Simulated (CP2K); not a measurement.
SrO:

```
CELL_PARAMETERS angstrom
3.62930 0.00000 0.00000
1.81465 3.14306 0.00000
1.81465 1.04769 2.96331
ATOMIC_POSITIONS crystal
Sr 0.50000 0.50000 0.50000
O 0.00000 0.00000 0.00000
```

```yaml
Program: CP2K 2026.2
Task: single point
Functional: PBE
Potentials_or_basis: POTENTIAL_UZH Sr GTH-PBE-q10, O GTH-PBE-q6; TZVP-MOLOPT-PBE-GTH basis
Density_cutoff: 8163 eV
k_mesh: 9 × 9 × 9
Occupations: fermi-dirac, width 0.05 eV
Spin: no spin polarisation
```

On this cell: pressure 4.7 GPa; largest force zero by symmetry; band gap on the k mesh 3.52 eV, indirect (least direct gap 3.61 eV).

The same run follows on a disturbed copy (atoms moved at random, drawn with an rms of 0.05 Å):

```
Sr O
1.0
     3.62930    0.00000    0.00000
     1.81465    3.14306    0.00000
     1.81465    1.04769    2.96331
Sr O
1 1
Direct
  0.49804 0.49679 0.50611
  0.02237 0.99792 0.99510
```

Question: What changes?

Answer: The energy moves by +4.1 meV/atom; pressure 4.9 GPa; largest force 0.214 eV/Å; band gap on the k mesh 3.55 eV, indirect (least direct gap 3.63 eV).

Forces on the atoms (eV/Å):
```
Sr   0.187 -0.018 -0.088
O   -0.187  0.031  0.099
```

Stress tensor (GPa, compression positive):
```
 4.92  0.14 -0.14
 0.14  4.81 -0.14
-0.14 -0.14  4.89
```

The forces don't sum to zero, so they hold noise of the program's grid.

Caveats: an odd mesh through Γ misses points on the zone boundary, where band edges often lie; the basis of atomic orbitals isn't converged, which shifts pressures, moduli and gaps.
